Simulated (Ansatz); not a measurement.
# As2Pt: the band gap up the ladder of functionals

An exercise on one series of results from a longer session: the logs are not shown, and one member is left open.

Program: Ansatz 0.2.0. PAW datasets, plane waves. The values are computed, spin-unpolarised, and not measurements.

### The cell

The cell was relaxed beforehand with r2SCAN.

It is cubic, Pa-3 (No. 205); a = 6.009 Å in the conventional setting, 18.08 Å³ an atom. As has 1 As at 2.41 Å and 3 Pt at 2.51 Å; Pt has 6 As at 2.51 Å.

Coordinates:

```cif
data_structure
_symmetry_space_group_name_H-M 'Pa-3'
_symmetry_Int_Tables_number 205
_cell_length_a 6.0094
_cell_length_b 6.0094
_cell_length_c 6.0094
_cell_angle_alpha 90.000
_cell_angle_beta 90.000
_cell_angle_gamma 90.000
_cell_volume 217.01
loop_
_atom_site_label
_atom_site_type_symbol
_atom_site_symmetry_multiplicity
_atom_site_Wyckoff_symbol
_atom_site_fract_x
_atom_site_fract_y
_atom_site_fract_z
_atom_site_occupancy
As1 As 8 c 0.38405 0.38405 0.38405 1
Pt1 Pt 4 a 0.00000 0.00000 0.00000 1
```

Set-up of the first run:

File input.yaml:

```yaml
crystal:
  lattice:
    - [6.0093797585, 0.0, 0.0]
    - [0.0, 6.0093797585, 0.0]
    - [0.0, 0.0, 6.0093797585]
  atoms:
    - { symbol: As, position: [0.3840512993, 0.3840512993, 0.3840512993] }
    - { symbol: As, position: [0.1159487007, 0.6159487007, 0.8840512993] }
    - { symbol: As, position: [0.8840512993, 0.1159487007, 0.6159487007] }
    - { symbol: As, position: [0.6159487007, 0.8840512993, 0.1159487007] }
    - { symbol: As, position: [0.6159487007, 0.6159487007, 0.6159487007] }
    - { symbol: As, position: [0.8840512993, 0.3840512993, 0.1159487007] }
    - { symbol: As, position: [0.1159487007, 0.8840512993, 0.3840512993] }
    - { symbol: As, position: [0.3840512993, 0.1159487007, 0.8840512993] }
    - { symbol: Pt, position: [0.0, 0.0, 0.0] }
    - { symbol: Pt, position: [0.5, 0.0, 0.5] }
    - { symbol: Pt, position: [0.5, 0.5, 0.0] }
    - { symbol: Pt, position: [0.0, 0.5, 0.5] }
kpoints:
  mp_grid: { grid: [4, 4, 4] }
  band_path:
    path:
      - [[0.0, 0.0, 0.0], [-5.470889283278e-50, 0.5, 5.062494690572e-69], [0.5, 0.5, -6.676818926496e-37], [0.0, 0.0, 0.0], [0.5, 0.5, 0.5], [-5.470889283278e-50, 0.5, 5.062494690572e-69]]
      - [[0.5, 0.5, 0.5], [0.5, 0.5, -6.676818926496e-37], [0.5, -5.71535700108e-34, -6.676818926496e-37]]
    npoints: 10
hamiltonian:
  xc: pbe
scf:
  occupations: { method: fermi_dirac, width: 0.02 }
  n_extra_bands: 7
output:
  forces: true
  stress: true
  eigenvalues: true
```

The run is started by

```
ansatz run input.yaml --threads 4 --pin off --max-ram 7372MiB --backend cpu --events-out ev --progress --plain --runs-dir out
```

Among the steps run: PBE band path; Single point with r2SCAN; HSE06 at the same geometry; PBE+SOC; PBE0 at the same geometry; LDA; Single point with DDH-PBE0; r2SCAN0.

One of the session's tables, all rows but one given; the rest of the session is left out.

| level | gap (eV) |
| --- | --- |
| PBE | 0.18 |
| r2SCAN | ? |
| HSE06 | 0.61 |
| PBE+SOC | 0.18 |
| PBE0 | 1.13 |
| LDA | 0.09 |
| DDH-PBE0 | 0.28 |
| r2SCAN0 | 1.24 |

Q: Estimate the row for r2SCAN from the others.

As computed: gap (eV): 0.36. In the column «gap (eV)» it lies between DDH-PBE0 (0.28) and HSE06 (0.61).

LDA gives the least gap, 0.09 eV, and r2SCAN0 the largest, 1.24 eV. PBE reaches 30 % of the HSE06 value, and r2SCAN 59 %. PBE0 lies 0.52 eV above HSE06, which differs from it by screening the long-range exchange.

To keep in mind: Warnings in the runs' records: stress exchange threshold loose, stress scf threshold loose.
